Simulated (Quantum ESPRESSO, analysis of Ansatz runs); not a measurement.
# MgF2 (P4_2/mnm), nudged elastic band: F_i by the interstitialcy path (q = −1) (Quantum ESPRESSO), part 3 of 3

Wanted: path and barrier of a jump of F in MgF2 (P4_2/mnm) at charge −1. The case: F_i by the interstitialcy path, in a cell of 72 host atoms with 1 F put in.

Quantum ESPRESSO 7.5; Quantum ESPRESSO plane-wave DFT, PBEsol, GBRV 1.5 PBEsol potentials; nudged elastic band between two relaxed defect structures at fixed charge in a uniform background.

So far: Set-up; Relaxation of the start point, charge −1; Relaxation of the end point, charge −1.

## 4. Nudged elastic band, charge −1

3 movable images are laid between the ends by interpolation. Each image feels the true force across the path and a spring force along it. The highest image is set to climb to the top of the path.

This step: Quantum ESPRESSO plane-wave DFT, PBEsol, GBRV 1.5 PBEsol potentials; nudged elastic band between two relaxed defect structures at fixed charge in a uniform background.

Contents of neb.in:

```
BEGIN
BEGIN_PATH_INPUT
&PATH
  restart_mode = 'from_scratch'
  string_method = 'neb'
  nstep_path = 45
  ds = 1.5
  opt_scheme = 'broyden'
  num_of_images = 5
  k_max = 0.3
  k_min = 0.2
  CI_scheme = 'auto'
  path_thr = 0.06
/
END_PATH_INPUT
BEGIN_ENGINE_INPUT
&CONTROL
  prefix = 'pwscf'
  outdir = './tmp'
  pseudo_dir = './pseudo'
  disk_io = 'low'
/
&SYSTEM
  ibrav = 0
  nat = 73
  ntyp = 2
  ecutwfc = 36
  ecutrho = 288
  nbnd = 296
  occupations = 'fixed'
  tot_charge = -1
  nosym = .true.
/
&ELECTRONS
  conv_thr = 7d-08
  electron_maxstep = 100
  mixing_beta = 0.5
/
ATOMIC_SPECIES
Mg    24.3050 mg_pbesol_v1.4.uspp.F.UPF
F     18.9984 f_pbesol_v1.4.uspp.F.UPF
CELL_PARAMETERS angstrom
   9.1949209692    0.0000000000    0.0000000000
   0.0000000000    9.1949209692    0.0000000000
   0.0000000000    0.0000000000    9.1306547916
BEGIN_POSITIONS
FIRST_IMAGE
ATOMIC_POSITIONS crystal
Mg     0.2567706148    0.2698914325    0.1669659231
Mg     0.0007782883   -0.0039103733    0.0036539438
F      0.3641754688    0.3285660106   -0.0167380340
F      0.3962271885    0.1002716611    0.1665958173
F      0.1503956624    0.1517105474    0.0026589554
F      0.0761485706    0.3889665051    0.1663736310
Mg     0.2471782548    0.2424785261    0.5012762815
Mg     0.0006767573   -0.0040287975    0.3294666301
F      0.3654195822    0.3263819563    0.3509258823
F      0.3956660729    0.0879185566    0.5066398358
F      0.1500652418    0.1517817044    0.3306353422
F      0.0977917843    0.3981263098    0.4962311529
Mg     0.2473720858    0.2429956345    0.8323948021
Mg    -0.0074228648    0.0030090283    0.6665662941
F      0.3424374959    0.3472626090    0.6666655582
F      0.3963983832    0.0889628297    0.8268978767
F      0.1438068757    0.1515418209    0.6669394186
F      0.0975466410    0.3981007293    0.8367413921
Mg     0.2646733854    0.7308410038    0.1665583345
Mg    -0.0066292358    0.5005708451    0.0004315486
F      0.3411753696    0.8514291054   -0.0033751972
F      0.4856542259    0.6768073846    0.1641914991
F      0.1457804496    0.6522486533   -0.0024309339
F      0.1012848700    0.8945822657    0.1665851829
Mg     0.2448212365    0.7504480693    0.4998062795
Mg    -0.0063649320    0.5005350518    0.3324951296
F      0.3423597640    0.8502891516    0.3361516460
F      0.3967312725    0.5987332117    0.4965861021
F      0.1447793067    0.6532516778    0.3359228282
F      0.0940997604    0.9023833099    0.5030798445
Mg     0.2446348945    0.7503600026    0.8333660019
Mg     0.0032843457    0.4937154404    0.6664556162
F      0.3474067783    0.8427344487    0.6666723069
F      0.3971165154    0.5991301549    0.8365448414
F      0.1517547123    0.6480713324    0.6664527217
F      0.0935990173    0.9019415932    0.8300401175
Mg     0.7464810021    0.2488092543    0.1666000398
Mg     0.4939914314    0.0021464565    0.0006245221
F      0.8421508618    0.3487595593   -0.0020006726
F      0.8978599110    0.0963109749    0.1665740993
F      0.6455517486    0.1537760104   -0.0018719494
F      0.5953695978    0.4018414253    0.1665874559
Mg     0.7445610626    0.2509835001    0.4999346816
Mg     0.4940326905    0.0023697553    0.3328003306
F      0.8422579831    0.3487612730    0.3350386003
F      0.8974957545    0.0979709893    0.4965268452
F      0.6456666644    0.1538787835    0.3352410303
F      0.5956111569    0.4025867334    0.5036132721
Mg     0.7443763852    0.2508367401    0.8332763187
Mg     0.5014066788   -0.0085513626    0.6667174789
F      0.8489260906    0.3444268159    0.6666893795
F      0.8972691049    0.0978393230    0.8365901310
F      0.6501241456    0.1469794258    0.6665081574
F      0.5951829841    0.4022244075    0.8296330855
Mg     0.7289780532    0.7414582001    0.1662157152
Mg     0.4922022955    0.5049124661    0.0069038809
F      0.8457317618    0.8457909374    0.0019651371
F      0.8958862905    0.5991193969    0.1666032096
F      0.6679723125    0.6335324315   -0.0155372088
F      0.6061708483    0.9190239173    0.1667330819
Mg     0.7524475646    0.7484363275    0.5004763154
Mg     0.4914779207    0.5040869293    0.3262726020
F      0.8458219176    0.8454100420    0.3309616071
F      0.9055819259    0.5980453754    0.5057138408
F      0.6658800973    0.6346788397    0.3477414877
F      0.5974298725    0.8982348488    0.4963158994
Mg     0.7528594353    0.7486922916    0.8321726325
Mg     0.4954206477    0.5003755952    0.6665756039
F      0.8445733424    0.8510858147    0.6662596635
F      0.9064180123    0.5986986329    0.8270557701
F      0.6477881143    0.6540266415    0.6664977360
F      0.5972191605    0.8979384676    0.8370544263
F      0.3182700310    0.5042261698    0.1689923471
INTERMEDIATE_IMAGE
ATOMIC_POSITIONS crystal
Mg     0.2540141845    0.2626255436    0.1668437485
Mg    -0.0009690794   -0.0020931568    0.0027864279
[... 71 atom lines left out ...]
INTERMEDIATE_IMAGE
ATOMIC_POSITIONS crystal
Mg     0.2524110425    0.2562405234    0.1667454521
Mg    -0.0025531404   -0.0004068974    0.0020198989
[... 71 atom lines left out ...]
INTERMEDIATE_IMAGE
ATOMIC_POSITIONS crystal
Mg     0.2504633497    0.2526058401    0.1666628663
Mg    -0.0041406564    0.0012412706    0.0012563180
[... 71 atom lines left out ...]
LAST_IMAGE
ATOMIC_POSITIONS crystal
Mg     0.2465358391    0.2497187820    0.1665712770
Mg    -0.0058666602    0.0030464231    0.0004495615
F      0.3421547041    0.3497834017   -0.0019315942
[... 1 atom line left out ...]
F      0.1458141694    0.1545902281   -0.0019995177
F     -0.1823645953    0.5059106266    0.1627452929
[... 2 atom lines left out ...]
F      0.3420080088    0.3496808350    0.3353157376
[... 1 atom line left out ...]
F      0.1457388488    0.1544255953    0.3349748873
[... 7 atom lines left out ...]
Mg     0.2287461635    0.7418341440    0.1671921132
Mg    -0.0089923890    0.5044424527    0.0068186220
[... 2 atom lines left out ...]
F      0.1654957506    0.6353586442   -0.0147295402
[... 2 atom lines left out ...]
Mg    -0.0076518680    0.5055491537    0.3265158023
[... 2 atom lines left out ...]
F      0.1689359542    0.6334805604    0.3493735111
[... 43 atom lines left out ...]
F      0.0947285665    0.4019740686    0.1665919942
END_POSITIONS
K_POINTS gamma
END_ENGINE_INPUT
END
```

Launch:

```
OMP_NUM_THREADS=1 mpirun -n 4 neb.x -ni 2 -inp neb.in > neb.out
```

The program printed:

```text
[shortened: banners, details of potentials and solvers, and blank lines are left out]
[banner, memory and clock lines left out]
     path-images division:  nimage    =       2
     initial path length           =  7.5871 bohr
     initial inter-image distance  =  1.8968 bohr
     string_method                 =    neb
     restart_mode                  =    from_scratch
     opt_scheme                    =    broyden
     num_of_images                 =    5
     nstep_path                    =    45
     CI_scheme                     =    auto
     first_last_opt                =    F
     use_freezing                  =    F
     ds                            =    1.5000 a.u.
     k_max                         =    0.3000 a.u.
     k_min                         =    0.2000 a.u.
     path_thr                      =    0.0600 eV / A
     ------------------------------ iteration   1 ------------------------------
     activation energy (->) =   3.195206 eV
     activation energy (<-) =   3.195961 eV
     image        energy (eV)        error (eV/A)        frozen
         1     -73340.6031299            0.019383            T
         2     -73338.9920432            2.513157            F
         3     -73337.4079235            3.943684            F
         4     -73338.7855448            3.780543            F
         5     -73340.6038849            0.016801            T
     climbing image =  3
     path length          =  7.587 bohr
[...]
------------------------------ iteration   3 ------------------------------
     activation energy (->) =   1.906610 eV
     activation energy (<-) =   1.907364 eV
     image        energy (eV)        error (eV/A)        frozen
         1     -73340.6031299            0.019383            T
         2     -73339.5119977            1.034339            F
         3     -73338.6965204            1.030045            F
         4     -73339.3913323            0.534345            F
         5     -73340.6038849            0.016801            T
     climbing image =  3
     path length          =  7.834 bohr
[...]
------------------------------ iteration   5 ------------------------------
     activation energy (->) =   1.379463 eV
     activation energy (<-) =   1.380218 eV
     image        energy (eV)        error (eV/A)        frozen
         1     -73340.6031299            0.019383            T
         2     -73339.8475786            0.494818            F
         3     -73339.2236665            0.517067            F
         4     -73339.6917769            0.364056            F
         5     -73340.6038849            0.016801            T
     climbing image =  3
     path length          =  8.191 bohr
[...]
------------------------------ iteration   7 ------------------------------
     activation energy (->) =   1.004279 eV
     activation energy (<-) =   1.005034 eV
     image        energy (eV)        error (eV/A)        frozen
         1     -73340.6031299            0.019383            T
         2     -73340.0828495            0.474083            F
         3     -73339.5988513            0.482310            F
         4     -73339.8860167            0.235387            F
         5     -73340.6038849            0.016801            T
     climbing image =  3
     path length          =  8.697 bohr
[...]
------------------------------ iteration   9 ------------------------------
     activation energy (->) =   0.888692 eV
     activation energy (<-) =   0.889447 eV
     image        energy (eV)        error (eV/A)        frozen
         1     -73340.6031299            0.019383            T
         2     -73340.1990737            0.468622            F
         3     -73339.7144376            0.415690            F
         4     -73339.9580547            0.223682            F
         5     -73340.6038849            0.016801            T
     climbing image =  3
     path length          =  9.013 bohr
[...]
------------------------------ iteration  11 ------------------------------
     activation energy (->) =   0.863337 eV
     activation energy (<-) =   0.864092 eV
     image        energy (eV)        error (eV/A)        frozen
         1     -73340.6031299            0.019383            T
         2     -73340.3007632            0.398124            F
         3     -73339.7397930            0.441749            F
         4     -73340.0306973            0.282340            F
         5     -73340.6038849            0.016801            T
     climbing image =  3
     path length          =  9.318 bohr
[...]
------------------------------ iteration  13 ------------------------------
     activation energy (->) =   0.886874 eV
     activation energy (<-) =   0.887629 eV
     image        energy (eV)        error (eV/A)        frozen
         1     -73340.6031299            0.019383            T
         2     -73340.3926414            0.322896            F
         3     -73339.7162560            0.265657            F
         4     -73340.0975257            0.161601            F
         5     -73340.6038849            0.016801            T
     climbing image =  3
     path length          =  9.675 bohr
[...]
------------------------------ iteration  15 ------------------------------
     activation energy (->) =   0.898887 eV
     activation energy (<-) =   0.899642 eV
     image        energy (eV)        error (eV/A)        frozen
         1     -73340.6031299            0.019383            T
         2     -73340.4526217            0.231900            F
         3     -73339.7042432            0.148001            F
         4     -73340.1413202            0.099010            F
         5     -73340.6038849            0.016801            T
     climbing image =  3
     path length          =  9.912 bohr
[...]
------------------------------ iteration  17 ------------------------------
     activation energy (->) =   0.899611 eV
     activation energy (<-) =   0.900366 eV
     image        energy (eV)        error (eV/A)        frozen
         1     -73340.6031299            0.019383            T
         2     -73340.5082998            0.127570            F
         3     -73339.7035185            0.089653            F
         4     -73340.1835155            0.062260            F
         5     -73340.6038849            0.016801            T
     climbing image =  3
     path length          = 10.141 bohr
[...]
------------------------------ iteration  19 ------------------------------
     activation energy (->) =   0.896303 eV
     activation energy (<-) =   0.897058 eV
     image        energy (eV)        error (eV/A)        frozen
         1     -73340.6031299            0.019383            T
         2     -73340.5402455            0.091542            F
         3     -73339.7068269            0.045197            F
         4     -73340.2094877            0.039546            F
         5     -73340.6038849            0.016801            T
     climbing image =  3
     path length          = 10.303 bohr
[...]
------------------------------ iteration  21 ------------------------------
     activation energy (->) =   0.892110 eV
     activation energy (<-) =   0.892865 eV
     image        energy (eV)        error (eV/A)        frozen
         1     -73340.6031299            0.019383            T
         2     -73340.5553438            0.075962            F
         3     -73339.7110201            0.035544            F
         4     -73340.2196064            0.028001            F
         5     -73340.6038849            0.016801            T
     climbing image =  3
     path length          = 10.367 bohr
[...]
------------------------------ iteration  23 ------------------------------
     activation energy (->) =   0.888349 eV
     activation energy (<-) =   0.889104 eV
     image        energy (eV)        error (eV/A)        frozen
         1     -73340.6031299            0.019383            T
         2     -73340.5702008            0.069398            F
         3     -73339.7147812            0.056998            F
         4     -73340.2255610            0.017443            F
         5     -73340.6038849            0.016801            T
     climbing image =  3
     path length          = 10.432 bohr
[...]
------------------------------ iteration  25 ------------------------------
     activation energy (->) =   0.887029 eV
     activation energy (<-) =   0.887784 eV
     image        energy (eV)        error (eV/A)        frozen
         1     -73340.6031299            0.019383            T
         2     -73340.5809598            0.054008            F
         3     -73339.7161013            0.065259            F
         4     -73340.2254498            0.031413            F
         5     -73340.6038849            0.016801            T
     climbing image =  3
     path length          = 10.500 bohr
[...]
------------------------------ iteration  27 ------------------------------
     activation energy (->) =   0.887121 eV
     activation energy (<-) =   0.887876 eV
     image        energy (eV)        error (eV/A)        frozen
         1     -73340.6031299            0.019383            T
         2     -73340.5872834            0.041155            F
         3     -73339.7160090            0.058321            F
         4     -73340.2208852            0.030142            F
         5     -73340.6038849            0.016801            T
     climbing image =  3
     path length          = 10.554 bohr
     inter-image distance =  2.639 bohr
     neb: convergence achieved in  27 iterations
```

The job ended after 86 min (4 MPI ranks of Intel Xeon Platinum 8259CL at 2.50GHz (Skylake/Cascade Lake), shared host; peak memory 2.4 GiB; 5.7 h of CPU time).

The path, image by image:

| image | path (Å) | energy (eV) | F6: x, y, z (Å) |
| --- | --- | --- | --- |
| 0 | 0.000 | 0.0000 | 0.700, 3.577, 1.519 |
| 1 | 2.072 | 0.0158 | -0.050, 2.988, 1.511 |
| 2 | 3.724 | 0.8871 | -0.924, 3.733, 1.521 |
| 3 | 4.561 | 0.3822 | -1.338, 4.149, 1.518 |
| 4 | 5.585 | -0.0008 | -1.677, 4.652, 1.486 |

Read from the output:

| Quantity | Value |
| --- | --- |
| barrier forward | 0.8871 eV |
| barrier backward | 0.8879 eV |
| end less start | -7.55e-4 eV |
| hop length | 2.260 Å |

The band met its tolerance of 0.06 eV/Å after 27 iterations, with image 2 on top (the start counts as 0). F6, which moves farthest between the ends, has 3 Mg at 1.98 Å nearest at the start and 3 Mg at 1.87 to 1.93 Å and 2 F at 2.14 Å at the top. In at least one step between neighbouring images a covalent bond changes partner or an atom goes far. The images sample such a step coarsely, so the top may lie higher.

## 5. Summary of results

| Item | Value |
| --- | --- |
| barrier forward | 0.89 eV (in doubt, see below) |
| barrier backward | 0.89 eV |
| end less start | 0.00 eV |
| hop length | 2.26 Å |
| band iterations, as the log counts them | 27 |

In words: The top of the band lies 0.89 eV above the start and 0.89 eV above the end. In at least one step between neighbouring images a covalent bond changes partner or an atom goes far. The images sample such a step coarsely, so the top may lie higher. At the top F6 stands 1.87 Å from its nearest Mg, 0.11 Å closer than at the start. The move is shared: F6 goes 2.61 Å and F73, whose hop length is listed, 2.26 Å. The order of the top as a saddle was not checked for all atoms, so a bent path could be lower. No image-charge correction is applied; it largely cancels along a path if the charge stays localised alike. Keep in mind: sampling at the zone centre alone can move energies of charged and open-shell states by tenths of an eV or more in cells of this size. The cutoff of 36 Ry is under the 40 Ry advised for these potentials.

[Logs are printed without paths, hosts, clocks, repeated set-up lines and the standing remarks that a program may print on its own settings, such as how far it seeks lower states.]

[Hosts, paths, dates, database ids (printed as entryN), source tags and the programs' standing remarks are cut or masked in the printed files.]
